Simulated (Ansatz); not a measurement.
Steps from a short run of molecular dynamics on a 1×1×1 supercell (8 atoms) of ZnSiP2 (I-42d), relaxed with r2SCAN; forces from r2SCAN in Ansatz, 4×4×4 mesh, Fermi-Dirac smearing of 0.086 eV, a Langevin thermostat at fixed volume, set at 1000 K. Spin polarisation is off, nuclei are classical, and the run is far too short for thermal averages.

Cell vectors in Å:
```
-2.6882  2.6882  5.2341
 2.6882 -2.6882  5.2341
 2.6882  2.6882 -5.2341
```

Q: At 3 fs the positions in Å are
```
Zn   0.008  -0.007   0.017
Zn   0.000   2.694   2.609
Si   0.001   0.003   5.209
Si   2.681   0.022   2.609
P    1.445   1.371   1.327
P    1.254   1.328   6.515
P    1.326   3.922  -1.301
P    1.346  -1.264   3.931
```
What are the forces, and how far does the free energy (smearing included) lie above that of step 0, with the atoms on their sites?

A: 3.7 meV an atom; forces in eV/Å:
```
Zn   0.048   0.124   0.001
Zn  -0.148  -0.031   0.146
Si  -0.007  -0.173   0.156
Si   0.069  -0.558  -0.034
P   -0.127  -0.137  -0.303
P   -0.140   0.333   0.355
P    0.214   0.351  -0.147
P    0.092   0.090  -0.176
```

Q: At 6 fs the positions in Å are
```
Zn   0.015  -0.015   0.033
Zn  -0.002   2.698   2.601
Si   0.003   0.006   5.189
Si   2.672   0.040   2.597
P    1.454   1.399   1.341
P    1.251   1.312   6.488
P    1.306   3.905  -1.291
P    1.353  -1.272   3.934
```
What are the forces, and how far does the free energy (smearing included) lie above that of step 0, with the atoms on their sites?

A: 13.1 meV an atom; forces in eV/Å:
```
Zn   0.082   0.256   0.003
Zn  -0.276  -0.022   0.297
Si  -0.014  -0.361   0.203
Si   0.168  -0.982  -0.018
P   -0.242  -0.291  -0.565
P   -0.194   0.645   0.695
P    0.414   0.613  -0.319
P    0.062   0.142  -0.296
```

Q: At 12 fs the positions in Å are
```
Zn   0.026  -0.029   0.061
Zn   0.005   2.712   2.580
Si  -0.001   0.001   5.151
Si   2.652   0.044   2.574
P    1.467   1.452   1.363
P    1.235   1.279   6.434
P    1.271   3.885  -1.284
P    1.365  -1.280   3.941
```
What are the forces, and how far does the free energy (smearing included) lie above that of step 0, with the atoms on their sites?

A: 37.8 meV an atom; forces in eV/Å:
```
Zn   0.121   0.455   0.003
Zn  -0.563   0.026   0.545
Si  -0.139  -0.511   0.144
Si   0.341  -1.221   0.024
P   -0.351  -0.784  -0.907
P   -0.079   1.154   1.262
P    0.693   0.791  -0.588
P   -0.023   0.090  -0.482
```

Q: At 18 fs the positions in Å are
```
Zn   0.035  -0.039   0.092
Zn   0.015   2.728   2.561
Si  -0.002   0.002   5.112
Si   2.639   0.028   2.566
P    1.469   1.490   1.383
P    1.214   1.258   6.393
P    1.259   3.875  -1.287
P    1.375  -1.282   3.950
```
What are the forces, and how far does the free energy (smearing included) lie above that of step 0, with the atoms on their sites?

A: 61.3 meV an atom; forces in eV/Å:
```
Zn   0.165   0.558  -0.054
Zn  -0.834   0.149   0.722
Si  -0.379  -0.717   0.314
Si   0.388  -1.011  -0.088
P   -0.092  -1.226  -1.211
P    0.137   1.454   1.705
P    0.657   0.901  -0.775
P   -0.042  -0.108  -0.612
```

Q: At 24 fs the positions in Å are
```
Zn   0.043  -0.048   0.130
Zn   0.018   2.739   2.552
Si   0.007  -0.016   5.068
Si   2.632  -0.016   2.561
P    1.483   1.514   1.391
P    1.182   1.252   6.359
P    1.257   3.862  -1.300
P    1.377  -1.288   3.955
```
What are the forces, and how far does the free energy (smearing included) lie above that of step 0, with the atoms on their sites?

A: 77.0 meV an atom; forces in eV/Å:
```
Zn   0.238   0.586  -0.177
Zn  -0.986   0.153   0.672
Si  -0.755  -0.546   0.587
Si   0.353  -0.430  -0.253
P    0.027  -1.597  -1.235
P    0.445   1.430   1.964
P    0.529   0.881  -0.825
P    0.149  -0.476  -0.735
```

Q: At 27 fs the positions in Å are
```
Zn   0.050  -0.050   0.148
Zn   0.013   2.748   2.548
Si   0.009  -0.030   5.050
Si   2.631  -0.043   2.557
P    1.493   1.519   1.390
P    1.166   1.247   6.353
P    1.256   3.848  -1.309
P    1.375  -1.295   3.948
```
What are the forces, and how far does the free energy (smearing included) lie above that of step 0, with the atoms on their sites?

A: 80.4 meV an atom; forces in eV/Å:
```
Zn   0.224   0.540  -0.247
Zn  -0.969   0.048   0.592
Si  -0.814  -0.409   0.705
Si   0.310  -0.124  -0.322
P   -0.019  -1.710  -1.142
P    0.576   1.370   1.881
P    0.457   0.916  -0.790
P    0.235  -0.631  -0.677
```
